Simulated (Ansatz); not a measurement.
# TaH: one candidate of a structure search, part 2 of 3

The task: take a trial cell of TaH to zero force and stress.

Ansatz 0.2.0; DFT PBE, scalar-relativistic, plane waves, PAW. The steps go on from the part before.

## (4) Another rough relaxation

The end of the coarse run is made exact in the group found at a tolerance of 0.06 Å and reduced to its primitive cell.

input.yaml

```yaml
crystal:
  lattice:
    - [2.8506777224, 0.0, 0.0]
    - [-1.4253388612, 2.4687593256, 0.0]
    - [0.0, 0.0, 3.715343515]
  atoms:
    - { symbol: Ta, position: [0.0, 0.0, 0.5] }
    - { symbol: H, position: [0.0, 0.0, 0.0] }
basis:
  ecutwfc: 420
kpoints:
  mp_grid: { grid: [9, 9, 6] }
hamiltonian:
  xc: pbe
scf:
  occupations: { method: gaussian, width: 0.1 }
  lower_state_search: "off"
output:
  forces: true
  stress: true
  eigenvalues: true
relax:
  adjacent_minimum: "off"
  f_tol: 0.04
  max_steps: 70
  cell: { stress_tol: 0.4 }
```

On the command line:

```
$ ansatz run input.yaml --threads 1 --pin off --max-ram 2048MiB --backend cpu --events-out ev --progress --plain --runs-dir out
```

Output:

```text
Warning: RAYON_NUM_THREADS=1 ignored (pool sized by the plan → 1); use --threads N
Engine: ansatz 0.2.0, x86_64-unknown-linux-gnu
Pseudopotentials: kind: paw
Pseudopotential: Ta, paw, valence charge 13, recommended cutoff 420 eV (normal), Ta.paw.azcp
Pseudopotential: H, paw, valence charge 1, recommended cutoff 420 eV (normal), H.paw.azcp
Functional definition: PBE
  parameter kappa = 0.804
  parameter beta = 0.06672455060314922
  exchange = pbe_x(kappa = kappa, mu = beta*pi^2/3)
  correlation = pbe_c(beta = beta)
Crystal: 2 atoms, lattice volume = 26.147 Å³
Basis set: ecut = 420 eV, 529 PW (Γ), exchange–correlation on 40×40×50 points (8 copies of the dense FFT grid, shifted against one another)
Bands: 11, of which v1, the nominal top of the filled ones, is band 7 counted from 1 (6 counted from 0)
Symmetry: 24 space group operations
Space group: P6/mmm (ITA 191), of the structure as read, at distance tolerance 3.0e-5 Å
k-points: 48 of 486
Non-local potential: Ta, projectors of the file, l = 0: 3, l = 1: 2, l = 2: 2, l = 3: 1
Non-local potential: H, projectors of the file, l = 0: 2, l = 1: 1
PAW form: soft (Blöchl's): semilocal exchange-correlation on the pseudo side does not see the compensation charge
PAW one-centre angular grid: Ta, 590 points (default); XC on 64 Gauss nodes
PAW one-centre angular grid: H, 110 points (default); XC on 64 Gauss nodes
Initial density: superposition of atomic densities (neutral atoms: chi_scale 0, normalization atom), corrected by the library's trained network
Initial wavefunctions: pseudopotential atomic-orbital guess
Functional: x = pbe(κ = 0.804, μ = 0.2195149727645171), c = pbe(β = 0.06672455060314922)
SCF iter   1: F=—  HF=-9946.738832 eV  |F-HF|=—  |Δ(HF+E_count)|=         —  Δρ=9.35e-3  dr2=2.38e-2  ethr=1.77e-3  ⟨swp⟩=5.2  Hψ=3054  notcnv=0
preconditioner: auto → none  [metal: Δε(μ)=0.041 eV  Ē_g=6.642 eV  σ=0.100 eV  W_gap=0.23  n_scr=2 (ndim 8)  ℏωp=17.8 eV  f_vac=0.000  D(μ)=1.45/eV (n_scr^D=20)  sad-step TF]
SCF iter   2: F=—  HF=-9946.732927 eV  |F-HF|=—  |Δ(HF+E_count)|=   5.91e-3  Δρ=5.14e-3  dr2=7.84e-3  ethr=1.70e-4  ⟨swp⟩=1.0  Hψ=912  notcnv=0
SCF iter   3: F=—  HF=-9946.730346 eV  |F-HF|=—  |Δ(HF+E_count)|=   2.58e-3  Δρ=6.43e-4  dr2=5.24e-5  ethr=5.60e-5  ⟨swp⟩=2.1  Hψ=637  notcnv=0
SCF iter   4: F=—  HF=-9946.730333 eV  |F-HF|=—  |Δ(HF+E_count)|=   1.25e-5  Δρ=2.02e-4  dr2=9.60e-6  ethr=3.74e-7  ⟨swp⟩=2.0  Hψ=854  notcnv=0
SCF iter   5: F=—  HF=-9946.730332 eV  |F-HF|=—  |Δ(HF+E_count)|=   1.46e-6  Δρ=3.15e-5  dr2=3.56e-7  ethr=6.86e-8  ⟨swp⟩=2.4  Hψ=731  notcnv=0
SCF iter   6: F=-9946.730332 eV  HF=-9946.730332 eV  |F-HF|=3.43e-9  |Δ(HF+E_count)|=   9.41e-8  Δρ=6.17e-6  dr2=3.47e-9  ethr=7.14e-10  ⟨swp⟩=6.2  Hψ=2440  notcnv=0
SCF 1 converged in 6 iterations: F = -9946.730332 eV  dr2 = 3.47e-9
relax step   1: F+E_penalty+E_count = -9946.73033162 eV  Δ(F+E_penalty+E_count) = +0.000e0 eV  max|allowed force component| = 4.117e-33 eV/Å  Δτ_max = 0.0000 Å  P = -0.137 GPa  Ω = 26.147 Å³  (6 SCF iters, dr2 threshold 1.00e-7 eV, accepted)
Crystal: 2 atoms, lattice volume = 26.274 Å³
Basis set: ecut = 420 eV, 517 PW (Γ), exchange–correlation on 40×40×50 points (8 copies of the dense FFT grid, shifted against one another)
Initial density: handed on by an earlier stage of this run
Initial wavefunctions: those handed on with the density
iter 1 solved again at ethr=1.33e-5 eV; its pass at ethr=3.10e-3 eV (dr2=1.87e-3 eV) is discarded
SCF iter   1: F=—  HF=-9946.733468 eV  |F-HF|=—  |Δ(HF+E_count)|=         —  Δρ=2.44e-3  dr2=1.77e-3  ethr=1.33e-5  ⟨swp⟩=1.2  Hψ=3578  notcnv=0
preconditioner: auto → none  [metal: Δε(μ)=0.027 eV  Ē_g=6.600 eV  σ=0.100 eV  W_gap=0.15  n_scr=2 (ndim 8)  ℏωp=17.7 eV  f_vac=0.000  D(μ)=1.48/eV (n_scr^D=20)]
SCF iter   2: F=—  HF=-9946.732938 eV  |F-HF|=—  |Δ(HF+E_count)|=   5.29e-4  Δρ=9.17e-4  dr2=8.65e-5  ethr=1.26e-5  ⟨swp⟩=2.0  Hψ=656  notcnv=0
SCF iter   3: F=—  HF=-9946.732914 eV  |F-HF|=—  |Δ(HF+E_count)|=   2.39e-5  Δρ=4.14e-4  dr2=1.58e-5  ethr=6.18e-7  ⟨swp⟩=2.6  Hψ=813  notcnv=0
SCF iter   4: F=—  HF=-9946.732921 eV  |F-HF|=—  |Δ(HF+E_count)|=   6.68e-6  Δρ=4.58e-5  dr2=2.16e-7  ethr=1.13e-7  ⟨swp⟩=2.0  Hψ=613  notcnv=0
SCF iter   5: F=-9946.732921 eV  HF=-9946.732921 eV  |F-HF|=1.05e-9  |Δ(HF+E_count)|=   1.89e-7  Δρ=6.01e-6  dr2=6.20e-9  ethr=1.43e-9  ⟨swp⟩=5.3  Hψ=2286  notcnv=0
SCF 2 converged in 5 iterations: F = -9946.732921 eV  dr2 = 6.20e-9
relax step   2: F+E_penalty+E_count = -9946.73292114 eV  Δ(F+E_penalty+E_count) = -2.590e-3 eV  max|allowed force component| = 1.415e-29 eV/Å  Δτ_max = 0.0000 Å  P = -0.457 GPa  Ω = 26.274 Å³  energy of the carried Pulay correction = -1.034e-4 eV  (5 SCF iters, dr2 threshold 2.00e-7 eV, accepted)
Crystal: 2 atoms, lattice volume = 26.082 Å³
iter 1 solved again at ethr=6.25e-7 eV; its pass at ethr=3.10e-3 eV (dr2=8.75e-5 eV) is discarded
SCF iter   1: F=—  HF=-9946.733112 eV  |F-HF|=—  |Δ(HF+E_count)|=         —  Δρ=6.04e-4  dr2=7.75e-5  ethr=6.25e-7  ⟨swp⟩=2.0  Hψ=3447  notcnv=0
preconditioner: auto → none  [metal: Δε(μ)=0.025 eV  Ē_g=6.632 eV  σ=0.100 eV  W_gap=0.14  n_scr=2 (ndim 8)  ℏωp=17.8 eV  f_vac=0.000  D(μ)=1.46/eV (n_scr^D=20)]
SCF iter   2: F=—  HF=-9946.733066 eV  |F-HF|=—  |Δ(HF+E_count)|=   4.63e-5  Δρ=2.24e-4  dr2=1.05e-5  ethr=5.54e-7  ⟨swp⟩=2.0  Hψ=583  notcnv=0
SCF iter   3: F=-9946.733063 eV  HF=-9946.733063 eV  |F-HF|=1.21e-8  |Δ(HF+E_count)|=   2.52e-6  Δρ=1.81e-5  dr2=5.57e-8  ethr=1.43e-9  ⟨swp⟩=4.3  Hψ=2220  notcnv=0
SCF 3 converged in 3 iterations: F = -9946.733063 eV  dr2 = 5.57e-8
relax step   3: F+E_penalty+E_count = -9946.73306312 eV  Δ(F+E_penalty+E_count) = -1.420e-4 eV  max|allowed force component| = 8.474e-33 eV/Å  Δτ_max = 0.0000 Å  P = +0.470 GPa  Ω = 26.082 Å³  energy of the carried Pulay correction = +4.598e-5 eV  (3 SCF iters, dr2 threshold 2.00e-7 eV, rejected (line search))
Crystal: 2 atoms, lattice volume = 26.184 Å³
iter 1 solved again at ethr=1.89e-7 eV; its pass at ethr=3.10e-3 eV (dr2=2.64e-5 eV) is discarded
SCF iter   1: F=—  HF=-9946.733165 eV  |F-HF|=—  |Δ(HF+E_count)|=         —  Δρ=3.58e-4  dr2=2.45e-5  ethr=1.89e-7  ⟨swp⟩=2.0  Hψ=3453  notcnv=0
preconditioner: auto → none  [metal: Δε(μ)=0.028 eV  Ē_g=6.606 eV  σ=0.100 eV  W_gap=0.16  n_scr=2 (ndim 8)  ℏωp=17.8 eV  f_vac=0.000  D(μ)=1.49/eV (n_scr^D=20)]
SCF iter   2: F=—  HF=-9946.733132 eV  |F-HF|=—  |Δ(HF+E_count)|=   3.32e-5  Δρ=1.28e-4  dr2=3.32e-6  ethr=1.75e-7  ⟨swp⟩=2.0  Hψ=592  notcnv=0
SCF iter   3: F=—  HF=-9946.733129 eV  |F-HF|=—  |Δ(HF+E_count)|=   2.90e-6  Δρ=1.91e-5  dr2=1.12e-7  ethr=2.37e-8  ⟨swp⟩=2.0  Hψ=634  notcnv=0
SCF iter   4: F=—  HF=-9946.733130 eV  |F-HF|=—  |Δ(HF+E_count)|=   1.13e-6  Δρ=4.29e-6  dr2=2.44e-9  ethr=7.99e-10  ⟨swp⟩=2.5  Hψ=785  notcnv=0
SCF iter   5: F=-9946.733130 eV  HF=-9946.733130 eV  |F-HF|=1.36e-10  |Δ(HF+E_count)|=   1.60e-9  Δρ=1.05e-6  dr2=1.14e-10  ethr=9.14e-12  ⟨swp⟩=4.3  Hψ=1606  notcnv=0
SCF 4 converged in 5 iterations: F = -9946.733130 eV  dr2 = 1.14e-10
relax step   4: F+E_penalty+E_count = -9946.73313017 eV  Δ(F+E_penalty+E_count) = -2.090e-4 eV  max|allowed force component| = 4.333e-33 eV/Å  Δτ_max = 0.0000 Å  P = -0.033 GPa  Ω = 26.184 Å³  energy of the carried Pulay correction = -3.294e-5 eV  (5 SCF iters, accepted)
Initial wavefunctions: pseudopotential atomic-orbital guess (no wavefunctions were taken with the density)
iter 1 solved again at ethr=4.82e-8 eV; its pass at ethr=3.10e-3 eV (dr2=6.75e-6 eV) is discarded
SCF iter   1: F=—  HF=-9946.733205 eV  |F-HF|=—  |Δ(HF+E_count)|=         —  Δρ=6.08e-5  dr2=4.70e-8  ethr=4.82e-8  ⟨swp⟩=3.4  Hψ=4539  notcnv=0
preconditioner: auto → none  [metal: Δε(μ)=0.028 eV  Ē_g=6.607 eV  σ=0.100 eV  W_gap=0.16  n_scr=2 (ndim 8)  ℏωp=17.8 eV  f_vac=0.000  D(μ)=1.49/eV (n_scr^D=20)]
SCF iter   2: F=—  HF=-9946.733181 eV  |F-HF|=—  |Δ(HF+E_count)|=   2.32e-5  Δρ=3.06e-5  dr2=1.19e-8  ethr=3.35e-10  ⟨swp⟩=2.1  Hψ=859  notcnv=0
SCF iter   3: F=—  HF=-9946.733182 eV  |F-HF|=—  |Δ(HF+E_count)|=   1.06e-6  Δρ=4.67e-6  dr2=1.92e-9  ethr=8.52e-11  ⟨swp⟩=2.2  Hψ=695  notcnv=0
SCF iter   4: F=-9946.733182 eV  HF=-9946.733182 eV  |F-HF|=6.18e-11  |Δ(HF+E_count)|=   1.85e-8  Δρ=6.37e-7  dr2=3.12e-11  ethr=9.14e-12  ⟨swp⟩=5.2  Hψ=1908  notcnv=0
SCF 5 converged in 4 iterations: F = -9946.733182 eV  dr2 = 3.12e-11
relax step   5: F+E_penalty+E_count = -9946.73318241 eV  Δ(F+E_penalty+E_count) = -5.223e-5 eV  max|allowed force component| = 9.720e-34 eV/Å  Δτ_max = 0.0000 Å  P = -0.033 GPa  Ω = 26.184 Å³  stress off target by 4.91e-2 GPa  SCF on the basis re-selected at this cell (its energy is not comparable with the rows above)  (4 SCF iters)
basis re-selected at this cell: Δ(F+E_penalty+E_count) = -5.223e-5 eV, ΔP = +0.001 GPa vs the last step (what re-selecting the basis moved, of the pressure what is left beyond the Pulay correction that the steps carried, after the strain that the cell walked since its last selection, with what the two solves' SCF thresholds leave and, on support functions, any second-order correction that the steps lacked; it is no measure of the basis error at this ecutwfc). This SCF's stress stands 4.91e-2 GPa from its target on what of the cell is left free (relax.cell.stress_tol is 4.00e-1 GPa) and its largest allowed force component is 9.72e-34 eV/Å (relax.f_tol is 4.00e-2 eV/Å): within both
SCF converged after 4 iterations
Free energy (F): -9946.733182 eV
Harris-Foulkes:  -9946.733182 eV  (|F-HF|=6.18e-11)
Internal energy: -9946.725739 eV  (E = F + TS)
E sigma→0 (E₀):  -9946.729461 eV
Entropy (-TS):   -0.007443 eV (-3.722 meV/atom)
Fermi energy:    12.506563 eV
--- Per-component energies (eV) ---
  E_band       = -181.583274
  E_kinetic    = 378.567278
  E_local      = -829.738537  (includes V_loc(G=0)·N_el)
  E_nonlocal   = 16.818336
  E_hartree    = 290.176468
  E_xc         = -226.371040
  E_vxc        = -214.249849  (∫ρ·V_xc dr)
  E_paw        = -8397.014319  (= ΣΔE_a)
  E_vpaw       = -113.332317  (= ΣTr[D̂ρ^β])
  E_aug_tail   = -0.001096  (compensation charges beyond the density's cutoff)
  E_ewald      = -1179.162829
  E_smearing   = -0.007443  (= −TS)
  E_closure    = 0.000000  (closes the sum)
  Σ components = -9946.733182   (vs F -9946.733182, Δ=0.00e0)
--- Forces (eV/Å), atoms counted from 1 ---
  atom   1  Ta     0.00000000     0.00000000     0.00000000
  atom   2  H      0.00000000     0.00000000     0.00000000
  max |Σ_I F_I| component: 2.16e-33 eV/Å
--- Stress (GPa, compression-positive) ---
       -0.024210       0.000000      -0.000000
       -0.000000      -0.024210      -0.000000
       -0.000000      -0.000000      -0.049113
  P = ⅓ Tr σ = -0.0325 GPa (-0.325 kbar)
--- Band table (eV; the first three rows and the last of 48) ---
  k-point 0: bands = ["-55.1549", "-21.8047", "-21.0550", "-21.0550", "4.1103", "8.0226", "13.4313", "13.4313", "17.0444", "17.0444", "18.5802"]
  k-point 1: bands = ["-55.1543", "-21.8332", "-21.0542", "-21.0542", "4.6035", "8.0591", "13.4541", "13.4541", "16.8831", "16.8831", "17.3967"]
  k-point 2: bands = ["-55.1532", "-21.8893", "-21.0525", "-21.0525", "5.8829", "8.0075", "13.5003", "13.5003", "15.3325", "16.5840", "16.5840"]
  k-point 47: bands = ["-55.0437", "-21.8290", "-21.8290", "-21.7236", "11.1275", "11.4485", "11.4485", "12.5464", "12.5464", "15.6412", "21.1317"]
--- Relaxed structure (4 steps of the walk, 3 accepted, 1 SCFs on fresh bases) ---
  F+E_penalty+E_count = -9946.73318241 eV   max|allowed force component| = 9.720e-34 eV/Å   (the final SCF, on the basis selected at the relaxed cell)
  cell:  # Å, volume = 26.1838 Å³
    - [2.8678101594330485, 0.0, 0.0]
    - [-1.4339050797165243, 2.483596451300121, 0.0]
    - [0.0, 0.0, 3.67621335631759]
  atoms:
    - { symbol: Ta, position: [7.377678892993755e-37, -4.088522544256529e-36, 0.5] }
    - { symbol: H, position: [-7.377678892993755e-37, 4.088522544256529e-36, 0.0] }
```

Wall time 4.7 s (1 thread of Intel Xeon Platinum 8375C at 2.90GHz (Ice Lake), shared host); peak memory 0.36 GiB.

The steps of the relaxation:

```
step  energy from step 1 (eV/cell)  largest force component (eV/Å)  pressure (GPa)  volume (Å³)
   1                        0.0000                          0.0000           -0.14        26.15
   2                       -0.0026                          0.0000           -0.46        26.27
   3                       -0.0027                          0.0000            0.47        26.08
   4                       -0.0028                          0.0000           -0.03        26.18
   5                       -0.0029                          0.0000           -0.03        26.18
```

Step 1 is the start. Step 5 repeats the geometry before it on a plane-wave basis chosen anew for that cell, so its energy need not be comparable with the rows above. Step 3 was tried and not accepted.

|  | before | after | change |
| --- | --- | --- | --- |
| a (Å) | 2.851 | 2.868 | +0.6 % |
| b (Å) | 2.851 | 2.868 | +0.6 % |
| c (Å) | 3.715 | 3.676 | -1.1 % |
| volume (Å³/atom) | 13.07 | 13.09 | +0.1 % |
| shortest distance (Å) | 1.858 | 1.838 | -1.1 % |
| space group (0.01 Å) | P6/mmm | P6/mmm | same |

Forces and stress were held to the start's 24 operations: a distortion of lower symmetry was not tested.

[end of part 2 of 3]
